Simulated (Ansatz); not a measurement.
# KZnF₃ as a strained film

These are results of Ansatz 0.2.0, DFT PBEsol, scalar-relativistic, plane waves, PAW, not measurements. (420 eV cutoff, 6×6×6 k-mesh, Gaussian smearing of 0.02 eV, no spin polarisation)

Reference structure (relaxed):

```
K Zn F
1.0
     4.05194    0.00000    0.00000
     0.00000    4.05194    0.00000
     0.00000    0.00000    4.05194
K Zn F
1 1 3
Cartesian
  0.0000 0.0000 0.0000
  2.0260 2.0260 2.0260
  0.0000 2.0260 2.0260
  2.0260 0.0000 2.0260
  2.0260 2.0260 0.0000
```

The a-b plane is strained alike in both directions, as on a substrate, while c and the atoms relax within the symmetry that the strain leaves. Stress is positive in compression; energies are free energies at the smearing used, per atom.

| strain (%) | c (Å) | σ in plane (GPa) | ΔE (meV/atom) |
| --- | --- | --- | --- |
| -4.5 | 4.2153 | 8.63 | 29.56 |
| -3.0 | 4.1560 | 5.27 | 12.44 |
| -1.5 | 4.1017 | 2.42 | 3.05 |
| +0.0 | 4.0519 | 0.03 | 0.00 |
| +1.5 | 4.0081 | -2.02 | 2.66 |
| +3.0 | 3.9678 | -3.74 | 9.92 |
| +4.5 | 3.9315 | -5.20 | 21.25 |

Get the biaxial modulus twice, from the stresses and from the energies of the innermost pair.

From stress: M = −Δσ/Δε = (2.42 − (-2.02)) / 0.030 = 148 GPa. Two in-plane directions each store σε/2, so the energy density is Mε²: M = (mean ΔE)/(V ε²) = 2.85 meV / (13.305 Å³ × 0.015²) × 0.16022 GPa Å³/meV = 153 GPa. The two differ by 3 %: energies of a few meV carry noise.

How well does Mε², with M from the stresses, predict the outermost points?

24.9 meV predicted against 29.6 computed at -4.5 %; 24.9 meV predicted against 21.2 computed at +4.5 %. Compression costs more than stretching, the usual sign of bonds that stiffen as they shorten.

How does c respond, and up to what thickness can a film with 1 % or 2 % misfit stay coherent on a thick substrate?

c answers with ε_c = −0.77 ε. In an isotropic solid that ratio is 2ν/(1 − ν), so ν = r/(2 + r) = 0.28. A film of thickness h stores Mε²h per area, 14.8 mJ/m² per nm at 1 %. The Matthews–Blakeslee balance for pure edge misfit dislocations, h = b/(8πf(1 + ν)) × (ln(h/b) + 1), with b taken as the in-plane vector a = 4.05 Å, solved by iteration, gives 4.2 nm at f = 1 % and 1.4 nm at 2 %. This is an isotropic estimate in which the moduli cancel; the real Burgers vector, glide system, anisotropy and slow kinetics can shift it by a factor of a few, mostly upward.

Symmetry holds off the tilts and polar distortions that many cubic perovskites undergo.